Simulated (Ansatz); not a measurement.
NaCl, NiAs type was relaxed with 5 functionals in Ansatz, cell and atoms free, the symmetry of the start kept (meshes: PBE 12×12×4, r2SCAN 6×6×4, PBEsol 6×6×4, LDA 6×6×4, HSE06 6×6×2). All values are calculated for a non-magnetic cell, which may be hypothetical.

The PBEsol result:
```cif
data_structure
_symmetry_space_group_name_H-M 'P6_3/mmc'
_symmetry_Int_Tables_number 194
_cell_length_a 3.8822
_cell_length_b 3.8822
_cell_length_c 6.7469
_cell_angle_alpha 90.000
_cell_angle_beta 90.000
_cell_angle_gamma 120.000
_cell_volume 88.06
loop_
_atom_site_label
_atom_site_type_symbol
_atom_site_symmetry_multiplicity
_atom_site_Wyckoff_symbol
_atom_site_fract_x
_atom_site_fract_y
_atom_site_fract_z
_atom_site_occupancy
Na1 Na 2 a 0.00000 0.00000 0.00000 1
Cl1 Cl 2 c 0.33333 0.66667 0.25000 1
```

The symmetry is P6_3/mmc (No. 194, hexagonal); a = 3.882 Å, c = 6.747 Å in the conventional setting, 22.02 Å³ an atom. Na is surrounded by 6 Cl at 2.81 Å; Cl is surrounded by 6 Na at 2.81 Å.

Problem. How does the cell change with LDA?

Solution. a = 3.790 Å, c = 6.578 Å; the volume differs by -7.1 % from PBEsol's. Around Na lie 6 Cl at 2.74 Å; around Cl lie 6 Na at 2.74 Å.

Problem. What lattice does PBE give?

Solution. a = 3.955 Å, c = 6.839 Å; the volume differs by +5.2 % from PBEsol's. Na has 6 Cl at 2.85 Å; Cl has 6 Na at 2.85 Å.

Problem. Held at the r2SCAN cell, what mean stress do LDA and PBE find, and does its sign point to their own minimum?

Solution. Yes. LDA -2.04 GPa, and its relaxed volume is -7.4 % from r2SCAN's; PBE +1.25 GPa, and its relaxed volume is +4.8 % from r2SCAN's. Compression counts positive, so a positive stress asks for a larger cell.
